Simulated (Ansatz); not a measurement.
Crystal: I.

```xyz
1
Lattice="2.5383 -3.7066 0.0000 2.5383 3.7066 0.0000 -1.6209 0.0000 2.3811" Properties=species:S:1:pos:R:3 pbc="T T T"
I     1.7279    0.0000    1.1905
```

| Item | Value |
| --- | --- |
| Program | Ansatz 0.2.0 |
| Task | relaxation of cell and atoms |
| Functional | revPBE |
| Potentials or basis | all-electron LAPW, scalar-relativistic |
| Basis error allowed | 0.001 eV/atom |
| k mesh | 7 × 7 × 11 |
| Occupations | fermi-dirac, width 0.05 eV |
| Spin | no spin polarisation |

At the start: volume 44.81 Å³/atom.

Q: How do energy, volume and symmetry change on relaxing?

A: Over 14 steps the energy falls by 106.5 meV/atom and the volume is 99.36 Å³/atom (+121.8 %); space group Immm (No. 71, to 0.05 Å).

The path:
```tsv
step	energy change (eV)	largest force (eV/Å)	volume (Å³)
1	0.0000	0.0000	44.81
2	-0.0347	0.0000	49.02
3	-0.0576	0.0000	53.43
4	-0.0744	0.0000	57.59
5	-0.0857	0.0000	61.94
6	-0.0936	0.0000	66.58
7	-0.0988	0.0000	71.39
8	-0.1023	0.0000	76.42
9	-0.1044	0.0000	81.65
10	-0.1057	0.0000	87.01
11	-0.1063	0.0000	92.56
12	-0.1065	0.0000	97.02
13	-0.1065	0.0000	99.36
14	-0.1065	0.0000	99.36
```

Final structure:
```
I
1.0
     3.28225   -5.70045    0.46696
     3.28225    5.70045    0.46696
    -1.65787    0.00000    2.41929
I
1
Direct
  0.50000 0.50000 0.50000
```

Caveat: the volume moved by over 15 % at a fixed basis, so the end points are rough; an odd number of electrons without spin polarisation forces a metal; a magnetic or distorted state may lie lower.
